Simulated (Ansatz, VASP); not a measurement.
Two plane-wave programs on Au

POSCAR

```
Au
1.0
    0.0000000000      2.0455000000      2.0455000000
    2.0455000000      0.0000000000      2.0455000000
    2.0455000000      2.0455000000      0.0000000000
Au
1
Direct
    0.0000000000      0.0000000000      0.0000000000
```

INCAR.step1

```
SYSTEM = Au
PREC     = Accurate       ! precision mode
ENCUT    = 520            ! plane-wave cutoff, eV
ISMEAR   = 0              ! smearing method
SIGMA    = 0.15           ! smearing width, eV
LREAL    = .FALSE.        ! projectors in reciprocal space
LASPH    = .TRUE.         ! aspherical terms in the spheres
NELM     = 80             ! most SCF steps
NBANDS   = 12             ! bands
GGA      = PE             ! functional
ALGO     = Normal         ! electronic algorithm
EDIFF    = 1E-4           ! SCF threshold, eV
LWAVE    = .TRUE.         ! write WAVECAR
LCHARG   = .FALSE.        ! write CHGCAR
```

File INCAR.step2:

```
SYSTEM = Au
PREC     = Accurate       ! precision mode
ENCUT    = 520            ! plane-wave cutoff, eV
EDIFF    = 1E-7           ! SCF threshold, eV
ISMEAR   = 0              ! smearing method
SIGMA    = 0.15           ! smearing width, eV
LREAL    = .FALSE.        ! projectors in reciprocal space
LASPH    = .TRUE.         ! aspherical terms in the spheres
NELM     = 80             ! most SCF steps
ALGO     = Normal         ! electronic algorithm
ISIF     = 2              ! what is computed and relaxed
LWAVE    = .FALSE.        ! write WAVECAR
LCHARG   = .FALSE.        ! write CHGCAR
METAGGA  = R2SCAN         ! meta-GGA
LMIXTAU  = .TRUE.       
NBANDS   = 12             ! bands
ISTART   = 1
```

KPOINTS

```
Automatic mesh
0
G
  20 20 20
  0 0 0
```

Input for Ansatz:

```yaml
crystal:
  lattice:
    - [0.0, 2.0455, 2.0455]
    - [2.0455, 0.0, 2.0455]
    - [2.0455, 2.0455, 0.0]
  atoms:
    - { symbol: Au, position: [0.0, 0.0, 0.0] }
basis:
  ecutwfc: 500
kpoints:
  mp_grid: { grid: [20, 20, 20] }
hamiltonian:
  xc: r2scan
scf:
  occupations: { method: gaussian, width: 0.15 }
output:
  forces: true
  stress: true
  eigenvalues: true
```

Alike in both runs: task single point; functional r2SCAN; k mesh 20 × 20 × 20; occupations gaussian, width 0.15 eV; no spin polarisation.

|  | VASP | Ansatz |
| --- | --- | --- |
| version | VASP 6.6.1 | Ansatz 0.2.0 |
| potentials or method | VASP PAW PBE potentials, release 64 (Au) | scalar-relativistic, plane waves, PAW |
| plane-wave cutoff (eV) | 520 | 500 |
| valence electrons in the cell | 11 | 19 |

VASP gave:

* gap on the k mesh at the Fermi level (eV): none
* pressure (GPa): 4.4

Problem. Estimate Ansatz's values.

Solution. gap on the k mesh at the Fermi level (eV): none; pressure (GPa): 4.1.

A gap of «none» marks a metal or a gap that the smearing closes. The two sets of potentials don't hold the same shells in valence.

Caveats: the PAW data sets were made with another functional, which shifts forces and pressure a little (VASP). Spin-orbit coupling is left out, which matters for the levels of Au.
